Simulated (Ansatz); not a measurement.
Varying the input for LiCl

The reference input for Ansatz (plane-wave DFT with PAW):

```yaml
crystal:
  lattice:
    - [0.0, 2.542122339, 2.542122339]
    - [2.542122339, 0.0, 2.542122339]
    - [2.542122339, 2.542122339, 0.0]
  atoms:
    - { symbol: Li, position: [0.0, 0.0, 0.0] }
    - { symbol: Cl, position: [0.5, 0.5, 0.5] }
basis:
  ecutwfc: 420
kpoints:
  mp_grid: { grid: [8, 8, 8] }
hamiltonian:
  xc: pbe
scf:
  occupations: { method: gaussian, width: 0.1 }
output:
  forces: true
  stress: true
  eigenvalues: true
```

Command:

```bash
ansatz run input.yaml --threads 1 --pin off --max-ram 1331MiB --backend cpu --events-out ev --progress --plain --runs-dir out
```

The run converges in 6 SCF iterations on 29 irreducible k-points: pressure 1.34 GPa, gap on the sampled k-points 6.48 eV.

These settings were drawn at random to show what each does; none of the numbers is a converged property of the crystal. Each trial's input is given as a difference from the reference's; energies are extrapolated to zero smearing where there is one, and pressure is positive in compression. Charged cells sit in a uniform background, and their pressures hang on that convention.

Trial 1:

```diff
 kpoints:
-  mp_grid: { grid: [8, 8, 8] }
+  mp_grid: { grid: [3, 4, 9] }
 scf:
+  max_iter: 80
+  convergence: { dr2_threshold: "1e-9 eV" }
```

The run converges in 6 SCF iterations on 55 irreducible k-points: energy 5.42 meV per atom above the reference, pressure 1.49 GPa, gap on the sampled k-points 6.48 eV. It warns that the SCF threshold is loose for the stress; that the mesh lowers the symmetry.

Trial 2:

```diff
 crystal:
   atoms:
-    - { symbol: Cl, position: [0.5, 0.5, 0.5] }
+    - { symbol: Cl, position: [0.5, 0.5, 0.5], spin: -0.5 }
 basis:
+  ecutrho_ratio: 5
 scf:
+  lower_state_search: "off"
 output:
-  forces: true
+  forces: false
+  populations: true
+magnetization:
+  spin_polarized: true
```

The run converges in 13 SCF iterations on 29 irreducible k-points: energy 0.01 meV per atom above the reference, pressure 1.34 GPa, gap on the sampled k-points 6.48 eV, cell moment 0.00 μB. It warns that the starting moments were lost.

Trial 3 (volume scaled):

```diff
 crystal:
   lattice:
-    - [0.0, 2.542122339, 2.542122339]
-    - [2.542122339, 0.0, 2.542122339]
-    - [2.542122339, 2.542122339, 0.0]
+    - [0.0, 2.452572716, 2.452572716]
+    - [2.452572716, 0.0, 2.452572716]
+    - [2.452572716, 2.452572716, 0.0]
 basis:
-  ecutwfc: 420
+  ecutwfc: 560
+  ecutrho_ratio: 3
 kpoints:
-  mp_grid: { grid: [8, 8, 8] }
+  mp_grid: { kspacing: 1.2 }
 hamiltonian:
+  dispersion: none
 scf:
+  mixing: { algorithm: msr1, beta: 0.045, ndim: 20 }
+  max_iter: 90
```

The run converges in 7 SCF iterations on 3 irreducible k-points: pressure 14.25 GPa, gap on the sampled k-points 6.74 eV.

Trial 4 (origin moved):

```diff
 crystal:
   atoms:
-    - { symbol: Li, position: [0.0, 0.0, 0.0] }
-    - { symbol: Cl, position: [0.5, 0.5, 0.5] }
+    - { symbol: Li, position: [0.411, 0.919, 0.328] }
+    - { symbol: Cl, position: [0.911, 1.419, 0.828] }
 basis:
-  ecutwfc: 420
+  ecutwfc: "27 Ry"
 kpoints:
-  mp_grid: { grid: [8, 8, 8] }
+  mp_grid: { grid: [2, 2, 2], shift: [0, 0, 0.5] }
 scf:
-  occupations: { method: gaussian, width: 0.1 }
+  occupations: { method: methfessel_paxton }
+  mixing: { preconditioner: ldos }
+  initial_density: { chi_scale: 0, normalization: atom }
+  max_iter: 97
```

The run converges in 7 SCF iterations on 2 irreducible k-points: energy 0.78 meV per atom below the reference, pressure 1.29 GPa, gap on the sampled k-points 7.49 eV. It warns that the cutoff lies under the recommended one, 420 eV for these potentials; that the mesh lowers the symmetry.

Trial 5:

```diff
 kpoints:
-  mp_grid: { grid: [8, 8, 8] }
+  mp_grid: { kspacing: 1.3 }
 hamiltonian:
-  xc: pbe
+  xc: pbesol
 scf:
+  convergence: { dr2_threshold: "1e-10 eV" }
```

The run converges in 6 SCF iterations on 3 irreducible k-points: pressure 5.65 GPa, gap on the sampled k-points 6.17 eV.

Trial 6:

```diff
+total_charge: 0.1
 basis:
-  ecutwfc: 420
+  ecutwfc: 560
 kpoints:
-  mp_grid: { grid: [8, 8, 8] }
+  mp_grid: { grid: [6, 4, 1] }
 scf:
-  occupations: { method: gaussian, width: 0.1 }
+  occupations: { method: gaussian, width: 0.0011 }
+relax:
+  adjacent_minimum: "off"
+  f_tol: 0.07
+  max_steps: 5
```

The relaxation ends after 1 step and 11 SCF iterations, 0.00 meV per atom in free energy under its start, at 16.43 Å³/atom: pressure 12.07 GPa (with the neutralising background of the charged cell), no gap. It warns that the SCF threshold is loose for the stress; that the mesh lowers the symmetry.

Trial 7:

```diff
 kpoints:
-  mp_grid: { grid: [8, 8, 8] }
+  mp_grid: { grid: [5, 4, 1] }
 scf:
-  occupations: { method: gaussian, width: 0.1 }
+  occupations: { method: fixed }
```

The run converges in 6 SCF iterations on 11 irreducible k-points: energy 615 meV per atom above the reference, pressure 10.82 GPa, gap on the sampled k-points 6.32 eV. It warns that the mesh lowers the symmetry.

Trial 8:

```diff
 hamiltonian:
-  xc: pbe
+  xc: blyp
+accuracy: low
```

The run converges in 6 SCF iterations on 29 irreducible k-points: pressure 2.97 GPa, gap on the sampled k-points 6.63 eV.